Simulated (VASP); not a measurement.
The system is Mg3Sb2.

```
Mg Sb
1.0
     4.58200    0.00000    0.00000
    -2.29100    3.96813    0.00000
     0.00000    0.00000    7.24400
Mg Sb
3 2
Direct
  0.33333 0.66667 0.63000
  0.66667 0.33333 0.37000
  0.00000 0.00000 0.00000
  0.33333 0.66667 0.23500
  0.66667 0.33333 0.76500
```

```yaml
Program: VASP 6.6.1
Task: relaxation of cell and atoms
Functional: PBEsol
Potentials_or_basis: VASP PAW PBE potentials, release 64 (Mg, Sb)
Cutoff: 600 eV
k_mesh: 9 × 9 × 5
Occupations: gaussian, width 0.03 eV
Spin: no spin polarisation
```

At the start: pressure -0.4 GPa; volume 26.34 Å³/atom.

Problem. How do energy, volume and symmetry change on relaxing?

Solution. Over 6 steps the energy falls by 8.7 meV/atom and the volume is 25.78 Å³/atom (-2.1 %); space group P-3m1 (No. 164, to 0.05 Å).

Step by step:
```
step  energy change (eV)  largest force (eV/Å)  pressure (GPa)  volume (Å³)
   1              0.0000                0.4752           -0.37       131.71
   2             -0.0233                0.3305           -0.14       130.54
   3             -0.0358                0.1138            0.31       128.71
   4             -0.0423                0.0317           -0.09       129.45
   5             -0.0427                0.0279           -0.21       129.68
   6             -0.0437                0.0078            0.06       128.91
```

Final structure:
```cif
data_structure
_symmetry_space_group_name_H-M 'P 1'
_symmetry_Int_Tables_number 1
_cell_length_a 4.5524
_cell_length_b 4.5524
_cell_length_c 7.1825
_cell_angle_alpha 90.000
_cell_angle_beta 90.000
_cell_angle_gamma 120.000
_cell_volume 128.91
loop_
_atom_site_label
_atom_site_type_symbol
_atom_site_fract_x
_atom_site_fract_y
_atom_site_fract_z
_atom_site_occupancy
Mg1 Mg 0.33333 0.66667 0.63261 1
Mg2 Mg 0.66667 0.33333 0.36739 1
Mg3 Mg 0.00000 0.00000 0.00000 1
Sb1 Sb 0.33333 0.66667 0.22362 1
Sb2 Sb 0.66667 0.33333 0.77638 1
```

Caveat: the PAW data sets were made with another functional, which shifts forces and pressure a little.
